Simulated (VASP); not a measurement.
# ZnO (P6_3/mmc) in VASP: further runs

One crystal, ZnO, is run at these levels: PBE, RPBE, BEEF-vdW; tasks: single point, relaxation of the atoms.

All numbers are computed with VASP 6.6.1; they aren't measurements. Logs are shortened: lines on timing, memory, paths and dates and some standing lists are left out, and cuts for length are marked.

**1. Starting point**

The structure is hexagonal, space group P6_3/mmc (No. 194). Conventional cell: a = 3.288 Å, b = 3.288 Å, c = 7.130 Å, α = 90.00°, β = 90.00°, γ = 120.00°. Around Zn (site symmetry -6m2) lie 3 O at 1.90 Å. O (site symmetry -6m2) has 3 Zn at 1.90 Å as nearest neighbours.

Measurements of this composition are mostly on another form, of space group No. 186.

**2. Single point, PBE, spin-orbit coupling, no magnetisation**

File INCAR:

```
SYSTEM = ZnO
  PREC = Accurate
  ENCUT = 600
  EDIFF = 1E-7
  ISMEAR = 0
  SIGMA = 0.02
  LREAL = .False.
  LASPH = .True.
  NELM = 100
  ALGO = Normal
  ISIF = 2
  LWAVE = .False.
  LCHARG = .False.
  MAGMOM = 0 0 0 0 0 0 0 0 0 0 0 0
  LORBIT = 11
  LSORBIT = .True.
  GGA_COMPAT = .False.
  GGA = PE
  NBANDS = 52
```

File KPOINTS:

```
Automatic mesh
0
Gamma
  7 7 3
  0 0 0
```

File POSCAR:

```
ZnO
1.0
    3.2879671587      0.0000000000      0.0000000000
   -1.6439835793      2.8474630862      0.0000000000
    0.0000000000      0.0000000000      7.1304413500
Zn O
2 2
Direct
    0.0000000000      0.0000000000      0.2500000000
    0.0000000000      0.0000000000      0.7500000000
    0.6666666667      0.3333333333      0.7500000000
    0.3333333333      0.6666666667      0.2500000000
```

Potentials or basis: VASP PAW PBE potentials, release 64 (Zn, O).

Command:

```
$ cat potpaw_PBE.64/Zn/POTCAR potpaw_PBE.64/O/POTCAR > POTCAR
$ mpirun -np 1 vasp_ncl > vasp.out
```

OUTCAR:

```text
SYSTEM = ZnO
   PREC = Accurate
   ENCUT = 600
   EDIFF = 1E-7
   ISMEAR = 0
   LREAL = .False.
   LASPH = .True.
   NELM = 100
   ISIF = 2
   LORBIT = 11
   LSORBIT = .True.
   GGA = PE

 Found     16 irreducible k-points:

 Following reciprocal coordinates:
            Coordinates               Weight
  0.000000  0.000000  0.000000      1.000000
  0.142857 -0.000000  0.000000      6.000000
  0.285714 -0.000000  0.000000      6.000000
  0.428571 -0.000000  0.000000      6.000000
  0.142857  0.142857  0.000000      6.000000
  0.285714  0.142857  0.000000     12.000000
   k-points           NKPTS =     16   k-points in BZ     NKDIM =     16   number of bands    NBANDS=     52
   number of dos      NEDOS =    301   number of ions     NIONS =      4
   total plane-waves  NPLWV =  47040
   dimension x,y,z NGX =    28 NGY =   28 NGZ =   60
   dimension x,y,z NGXF=    56 NGYF=   56 NGZF=  120
   ions per type =               2   2
   NGX,Y,Z   is equivalent  to a cutoff of  14.16, 14.16, 13.99 a.u.
   NGXF,Y,Z  is equivalent  to a cutoff of  28.31, 28.31, 27.98 a.u.
 SYSTEM =  ZnO
   PREC   = accura    normal or accurate (medium, high low for compatibility)
   ISTART =      0    job   : 0-new  1-cont  2-samecut
   ICHARG =      2    charge: 1-file 2-atom 10-const
   ISPIN  =      1    spin polarized calculation?
   LNONCOLLINEAR =      T non collinear calculations
   LSORBIT =      T    spin-orbit coupling
   LASPH  =      T    aspherical Exc in radial PAW
   ENCUT  =  600.0 eV  44.10 Ry    6.64 a.u.   6.57  6.57 14.24*2*pi/ulx,y,z
   NELM   =    100;   NELMIN=  2; NELMDL= -5     # of ELM steps
   EDIFF  = 0.1E-06   stopping-criterion for ELM
   LREAL  =      F    real-space projection
   EDIFFG = 0.1E-05   stopping-criterion for IOM
   NSW    =      0    number of steps for IOM
   IBRION =     -1    ionic relax: 0-MD 1-quasi-New 2-CG
   NFREE  =      0    steps in history (QN), initial steepest desc. (CG)
   ISIF   =      2    stress and relaxation
   ISYM   =      2    0-nonsym 1-usesym 2-fastsym
   POTIM  = 0.5000    time-step for ionic-motion
   TEBEG  =    0.0;   TEEND  =   0.0 temperature during run
   PSTRESS=    0.0 pullay stress
   NELECT =      36.0000    total number of electrons
   NUPDOWN=      -1.0000    fix difference up-down
   EMIN   =  10.00;   EMAX   =-10.00  energy-range for DOS
   EFERMI =   0.00;   METHOD = LEGACY
   ISMEAR =     0;   SIGMA  =   0.02  broadening in eV -4-tet -1-fermi 0-gaus
   EFERMI_NEDOS =   21; number of points for ismear=-14 and -15
   IALGO  =     38    algorithm
   IMIX   =      4    mixing-type and parameters
     AMIX     =   0.40;   BMIX     =  1.00
     AMIX_MAG =   1.60;   BMIX_MAG =  1.00
  volume/ion in A,a.u.               =      16.69       112.63
  Fermi-wavevector in a.u.,A,eV,Ry     =   1.332524  2.518105 24.158775  1.775620
  Thomas-Fermi vector in A             =   2.461452
   LORBIT       =     11    0 simple, 1 ext, 2 COOP (PROOUT), +10 PAW based schemes
   GGA     = PE    functional components
   LHFCALC =     F    Hartree Fock is set to
   AEXX    =    0.0000 exact exchange contribution
   IVDW    =     0    specifies the selected vdW correction
   LEPSILON=     F    determine dielectric tensor
   LRPA    =     F    only Hartree local field effects (RPA)
 Gauss-broadening in eV      SIGMA  =   0.02
  energy-cutoff  :      600.00
  volume of cell :       66.76
 maximum number of plane-waves:      4570
 NGX is ok and might be reduce to    28
   NGX = 13   NGY = 13   NGZ = 29

 number of electron      35.9999984 magnetization      -0.0000000     -0.0000000      0.0000000

 number of electron      35.9999984 magnetization      -0.0000000     -0.0000000     -0.0000000

 number of electron      35.9999984 magnetization       0.0000000      0.0000000      0.0000000

 number of electron      35.9999984 magnetization       0.0000000     -0.0000000      0.0000000

 Free energy of the ion-electron system (eV)
  ---------------------------------------------------
  ext. energy  EPLUGINS =         0.00000000
  ---------------------------------------------------
  free energy    TOTEN  =       -16.97798137 eV

  energy without entropy =      -16.97798137  energy(sigma->0) =      -16.97798137

 E-fermi :  -0.6328     XC(G=0):  -8.9268

 val. band max:       -0.7218069455   @ k =   0.0000   0.0000   0.0000
 cond. band min:       0.0628813736   @ k =   0.0000   0.0000   0.0000
 fundamental gap:      0.7846883191
 Fermi energy:        -0.6327835848

 k-point     1 :       0.0000    0.0000    0.0000
  band No.  band energies     occupation
      1     -18.2240      1.00000
      2     -18.2240      1.00000
      3     -18.1440      1.00000
      4     -18.1440      1.00000
      5      -6.9682      1.00000
      6      -6.9682      1.00000
[... 40 lines left out ...]
     47      11.9937      0.00000
     48      11.9937      0.00000

 k-point     2 :       0.1429   -0.0000    0.0000
  band No.  band energies     occupation
      1     -18.1336      1.00000
      2     -18.1336      1.00000
      3     -18.0611      1.00000
      4     -18.0611      1.00000
      5      -6.9445      1.00000
      6      -6.9445      1.00000
[... 40 lines left out ...]
     47      10.7425      0.00000
     48      10.7425      0.00000

 k-point     3 :       0.2857   -0.0000    0.0000
  band No.  band energies     occupation
      1     -17.9230      1.00000
      2     -17.9230      1.00000
      3     -17.8712      1.00000
      4     -17.8712      1.00000
      5      -6.8935      1.00000
      6      -6.8935      1.00000
[... 40 lines left out ...]
     47       9.7511      0.00000
     48       9.7511      0.00000

 k-point     4 :       0.4286   -0.0000    0.0000
  band No.  band energies     occupation
      1     -17.7434      1.00000
      2     -17.7434      1.00000
      3     -17.7182      1.00000
      4     -17.7182      1.00000
      5      -6.7136      1.00000
      6      -6.7136      1.00000
[... 40 lines left out ...]
     47       8.5654      0.00000
     48       8.5654      0.00000

 k-point     5 :       0.1429    0.1429    0.0000
  band No.  band energies     occupation
      1     -17.9829      1.00000
      2     -17.9829      1.00000
      3     -17.9244      1.00000
      4     -17.9244      1.00000
      5      -6.9197      1.00000
      6      -6.9197      1.00000
[... 40 lines left out ...]
     47      10.1802      0.00000
     48      10.1802      0.00000

 k-point     6 :       0.2857    0.1429    0.0000
  band No.  band energies     occupation
      1     -17.7869      1.00000
      2     -17.7869      1.00000
      3     -17.7523      1.00000
      4     -17.7523      1.00000
      5      -6.7663      1.00000
      6      -6.7663      1.00000
[... 40 lines left out ...]
     47       9.1034      0.00000
     48       9.1034      0.00000

 [... further k-points ...]

 [bands above 48 left out]

------------------------ aborting loop because EDIFF is reached ----------------------------------------

  FORCE on cell =-STRESS in cart. coord.  units (eV):
  Direction    XX          YY          ZZ          XY          YZ          ZX
  --------------------------------------------------------------------------------------
  -------------------------------------------------------------------------------------
  Total       -0.0623714     -0.0623714      0.0279031     -0.0000000     -0.0000000      0.0000000
  in kB       -1.4969034     -1.4969034      0.6696707     -0.0000000     -0.0000000      0.0000000
  external PRESSURE =      -0.7747120 kB  Pullay stress =       0.0000000 kB

 VOLUME and BASIS-vectors are now :
 -----------------------------------------------------------------------------
  energy-cutoff  :      600.00
  volume of cell :       66.76
      direct lattice vectors                 reciprocal lattice vectors
     3.287967159  0.000000000  0.000000000     0.304139291  0.175594901  0.000000000
    -1.643983579  2.847463086  0.000000000     0.000000000  0.351189803  0.000000000
     0.000000000  0.000000000  7.130441350     0.000000000  0.000000000  0.140243773

 POSITION                                       TOTAL-FORCE (eV/Angst)
 -----------------------------------------------------------------------------------
      0.00000      0.00000      1.78261         0.000000     -0.000000      0.000000
      0.00000      0.00000      5.34783         0.000000      0.000000      0.000000
      1.64398      0.94915      5.34783        -0.000000      0.000000     -0.000000
     -0.00000      1.89831      1.78261         0.000000      0.000000     -0.000000
 -----------------------------------------------------------------------------------
    total drift:                                0.000000      0.000000      0.000000

  FREE ENERGIE OF THE ION-ELECTRON SYSTEM (eV)
  ---------------------------------------------------
  free  energy   TOTEN  =       -16.9779813702 eV

  energy  without entropy=      -16.9779813702  energy(sigma->0) =      -16.97798137

 Spin-Orbit-Coupling matrix elements

 Ion:    1  E_soc:     -0.0079800
 l=   1
     0.0000000    -0.0003264    -0.0004337
    -0.0003264     0.0000000    -0.0003264
    -0.0004337    -0.0003264     0.0000000
 l=   2
     0.0000000    -0.0001798     0.0000000    -0.0001798    -0.0007455
    -0.0001798     0.0000000    -0.0006316    -0.0001756    -0.0001798
     0.0000000    -0.0006316     0.0000000    -0.0006316     0.0000000
    -0.0001798    -0.0001756    -0.0006316     0.0000000    -0.0001798
    -0.0007455    -0.0001798     0.0000000    -0.0001798     0.0000000
 l=   3
     0.0000000     0.0000000     0.0000000     0.0000000     0.0000000     0.0000000     0.0000000
     0.0000000     0.0000000     0.0000000     0.0000000     0.0000000     0.0000000     0.0000000
     0.0000000     0.0000000     0.0000000     0.0000000     0.0000000     0.0000000     0.0000000
     0.0000000     0.0000000     0.0000000     0.0000000     0.0000000     0.0000000     0.0000000
     0.0000000     0.0000000     0.0000000     0.0000000     0.0000000     0.0000000     0.0000000
     0.0000000     0.0000000     0.0000000     0.0000000     0.0000000     0.0000000     0.0000000
     0.0000000     0.0000000     0.0000000     0.0000000     0.0000000     0.0000000     0.0000000

 Ion:    2  E_soc:     -0.0079800
 l=   1
     0.0000000    -0.0003264    -0.0004337
    -0.0003264     0.0000000    -0.0003264
    -0.0004337    -0.0003264     0.0000000
 l=   2
     0.0000000    -0.0001798     0.0000000    -0.0001798    -0.0007455
    -0.0001798     0.0000000    -0.0006316    -0.0001756    -0.0001798
     0.0000000    -0.0006316     0.0000000    -0.0006316     0.0000000
    -0.0001798    -0.0001756    -0.0006316     0.0000000    -0.0001798
    -0.0007455    -0.0001798     0.0000000    -0.0001798     0.0000000
 l=   3
     0.0000000     0.0000000     0.0000000     0.0000000     0.0000000     0.0000000     0.0000000
     0.0000000     0.0000000     0.0000000     0.0000000     0.0000000     0.0000000     0.0000000
     0.0000000     0.0000000     0.0000000     0.0000000     0.0000000     0.0000000     0.0000000
     0.0000000     0.0000000     0.0000000     0.0000000     0.0000000     0.0000000     0.0000000
     0.0000000     0.0000000     0.0000000     0.0000000     0.0000000     0.0000000     0.0000000
     0.0000000     0.0000000     0.0000000     0.0000000     0.0000000     0.0000000     0.0000000
     0.0000000     0.0000000     0.0000000     0.0000000     0.0000000     0.0000000     0.0000000

 Ion:    3  E_soc:     -0.0002301
 l=   1
     0.0000000    -0.0000369    -0.0000413
    -0.0000369     0.0000000    -0.0000369
    -0.0000413    -0.0000369     0.0000000
 l=   2
     0.0000000     0.0000000     0.0000000     0.0000000     0.0000000
     0.0000000     0.0000000     0.0000000     0.0000000     0.0000000
     0.0000000     0.0000000     0.0000000     0.0000000     0.0000000
     0.0000000     0.0000000     0.0000000     0.0000000     0.0000000
     0.0000000     0.0000000     0.0000000     0.0000000     0.0000000
 l=   3
     0.0000000     0.0000000     0.0000000     0.0000000     0.0000000     0.0000000     0.0000000
     0.0000000     0.0000000     0.0000000     0.0000000     0.0000000     0.0000000     0.0000000
     0.0000000     0.0000000     0.0000000     0.0000000     0.0000000     0.0000000     0.0000000
     0.0000000     0.0000000     0.0000000     0.0000000     0.0000000     0.0000000     0.0000000
     0.0000000     0.0000000     0.0000000     0.0000000     0.0000000     0.0000000     0.0000000
     0.0000000     0.0000000     0.0000000     0.0000000     0.0000000     0.0000000     0.0000000
     0.0000000     0.0000000     0.0000000     0.0000000     0.0000000     0.0000000     0.0000000

 Ion:    4  E_soc:     -0.0002301
 l=   1
     0.0000000    -0.0000369    -0.0000413
    -0.0000369     0.0000000    -0.0000369
    -0.0000413    -0.0000369     0.0000000
 l=   2
     0.0000000     0.0000000     0.0000000     0.0000000     0.0000000
     0.0000000     0.0000000     0.0000000     0.0000000     0.0000000
     0.0000000     0.0000000     0.0000000     0.0000000     0.0000000
     0.0000000     0.0000000     0.0000000     0.0000000     0.0000000
     0.0000000     0.0000000     0.0000000     0.0000000     0.0000000
 l=   3
     0.0000000     0.0000000     0.0000000     0.0000000     0.0000000     0.0000000     0.0000000
     0.0000000     0.0000000     0.0000000     0.0000000     0.0000000     0.0000000     0.0000000
     0.0000000     0.0000000     0.0000000     0.0000000     0.0000000     0.0000000     0.0000000
     0.0000000     0.0000000     0.0000000     0.0000000     0.0000000     0.0000000     0.0000000
     0.0000000     0.0000000     0.0000000     0.0000000     0.0000000     0.0000000     0.0000000
     0.0000000     0.0000000     0.0000000     0.0000000     0.0000000     0.0000000     0.0000000
     0.0000000     0.0000000     0.0000000     0.0000000     0.0000000     0.0000000     0.0000000

 total charge

# of ion       s       p       d       tot
------------------------------------------
    1        0.498   0.475   9.875  10.848
    2        0.498   0.475   9.875  10.848
    3        1.541   3.448   0.000   4.990
    4        1.541   3.448   0.000   4.990
--------------------------------------------------
tot          4.078   7.847  19.749  31.675

 magnetization (x)

# of ion       s       p       d       tot
------------------------------------------
    1        0.000   0.000   0.000   0.000
    2        0.000   0.000   0.000   0.000
    3       -0.000   0.000   0.000   0.000
    4        0.000   0.000   0.000   0.000
--------------------------------------------------
tot          0.000   0.000   0.000   0.000

 magnetization (y)

# of ion       s       p       d       tot
------------------------------------------
    1       -0.000   0.000   0.000   0.000
    2       -0.000   0.000   0.000   0.000
    3        0.000  -0.000   0.000  -0.000
    4       -0.000   0.000   0.000  -0.000
--------------------------------------------------
tot         -0.000  -0.000   0.000  -0.000

 magnetization (z)

# of ion       s       p       d       tot
------------------------------------------
    1        0.000   0.000   0.000   0.000
    2        0.000   0.000   0.000   0.000
    3        0.000   0.000   0.000   0.000
    4        0.000   0.000   0.000   0.000
--------------------------------------------------
tot          0.000   0.000   0.000   0.000
```

It took 6.3 min on 1 thread of AMD EPYC, shared host; peak memory 0.4 GiB.

These settings aren't checked as converged: the numbers below hold their error.

Results:

| Property | Result |
| --- | --- |
| Free energy | -16.9780 eV |
| Pressure | -0.1 GPa |
| Valence electrons inside the program's atomic spheres | Zn 10.85; O 4.99 |

**3. Single point, RPBE**

File INCAR:

```
ALGO = Fast ; EDIFF = 1E-6
ENCUT = 520 ; GGA = RP
ISIF = 2 ; ISMEAR = 0
LASPH = True ; LCHARG = True
LELF = True ; LREAL = False
LVHAR = True ; LWAVE = False
NBANDS = 26 ; NELM = 80
PREC = Accurate ; SIGMA = 0.02
```

File KPOINTS:

```
k-points
0
Gamma
  9 9 4
```

File POSCAR:

```
ZnO
3.288
    0.999990011770      0.000000000000      0.000000000000
   -0.499995005870      0.866016753710      0.000000000000
    0.000000000000      0.000000000000      2.168625714720
Zn O
2 2
Direct
    0.0000000000      0.0000000000      0.2500000000
    0.0000000000      0.0000000000      0.7500000000
    0.6666666667      0.3333333333      0.7500000000
    0.3333333333      0.6666666667      0.2500000000
```

Potentials or basis: VASP PAW PBE potentials, release 54 (Zn, O).

Command:

```
$ cat potpaw_PBE.54/Zn/POTCAR potpaw_PBE.54/O/POTCAR > POTCAR
$ mpirun -np 1 vasp_std > vasp.out
```

Run time: 44 s. Hardware: 1 thread of Intel Xeon Platinum 8259CL at 2.50GHz (Skylake/Cascade Lake), shared host; peak memory 0.19 GiB.

Results (log left out):

- Free energy: -15.6583 eV
- Pressure: 3.2 GPa
- Band gap on the k mesh: 0.94 eV, direct

Stress tensor (GPa, compression positive):
```
4.04 0.00 0.00
0.00 4.04 0.00
0.00 0.00 1.63
```

Levels at points of the mesh, in eV from the valence-band top:
| k point | band 16 | band 17 | band 18 | band 19 | band 20 | band 21 |
| --- | --- | --- | --- | --- | --- | --- |
| (0.00, 0.00, 0.00) | -0.01 | 0.00 | 0.00 | 0.94 | 3.43 | 5.31 |
| (0.00, 0.00, 0.50) | 0.00 | 0.00 | 0.00 | 2.03 | 2.03 | 7.39 |

Caveat: the PAW data sets were made with another functional, which shifts forces and pressure a little; an odd mesh through Γ misses points on the zone boundary, where band edges often lie.

(Continued in part 2 of 2.)
